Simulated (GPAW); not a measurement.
Set up this calculation in GPAW 26.7.0, as an ASE script.

```yaml
Task: single point
Functional: PBE
Potentials_or_basis: GPAW PAW data sets (gpaw-data 1.2.1)
Cutoff: 500 eV
Basis: pw
k_mesh: 6 × 6 × 3
Occupations: fermi-dirac, width 0.05 eV
Spin: no spin polarisation
Maxiter: 120
Convergence: default
```

CdSe (Cadmoselite):

```
Cd Se
1.0
     4.30000    0.00000    0.00000
    -2.15000    3.72391    0.00000
     0.00000    0.00000    7.02000
Cd Se
2 2
Cartesian
  2.1500 1.2413 3.5100
  0.0000 2.4826 0.0000
  2.1500 1.2413 6.2127
  0.0000 2.4826 2.7027
```

The input as run:

run.py

```python
from ase import Atoms
from ase.dft.bandgap import bandgap
from ase.io import write
from ase.units import GPa
from gpaw import GPAW, PW

atoms = Atoms(['Cd', 'Cd', 'Se', 'Se'],
              cell=[[4.3, 0.0, 0.0],
                    [-2.15, 3.7239092363, 0.0],
                    [0.0, 0.0, 7.02]],
              scaled_positions=[[0.6666666667, 0.3333333333, 0.5],
                                [0.3333333333, 0.6666666667, 0.0],
                                [0.6666666667, 0.3333333333, 0.885],
                                [0.3333333333, 0.6666666667, 0.385]],
              pbc=True)

calc = GPAW(mode=PW(500),
            xc='PBE',
            kpts={'size': (6, 6, 3), 'gamma': True},
            occupations={'name': 'fermi-dirac', 'width': 0.05},
            nbands=31,
            maxiter=120,
            txt='gpaw.txt')
atoms.calc = calc
energy = atoms.get_potential_energy()
forces = atoms.get_forces()
stress = atoms.get_stress()
calc.write('gs.gpw')
write('result.traj', atoms)
print(f'Energy: {energy:.6f} eV')
print('Forces (eV/A):')
print(forces.round(4))
print('Stress (GPa):', (stress / GPa).round(3))
print('Fermi level:', round(calc.get_fermi_level(), 4), 'eV')
print(f'Gap: {bandgap(calc)[0]:.4f} eV, direct: {bandgap(calc, direct=True)[0]:.4f} eV')
```

Potentials or basis: GPAW PAW data sets (gpaw-data 1.2.1), pw.

Command:

```bash
$ OMP_NUM_THREADS=1 python run.py
```

Results of the run:

| Property | Result |
| --- | --- |
| Pressure | 2.5 GPa |
| Largest force | 0.282 eV/Å |
| Band gap on the k mesh | 0.70 eV, direct |

Caveat: the cutoff is short for stress and forces, so pressures can be off by a GPa or more.

It took 31 s on 1 thread of Arm Neoverse V1 (shared host), peak memory 0.19 GiB.
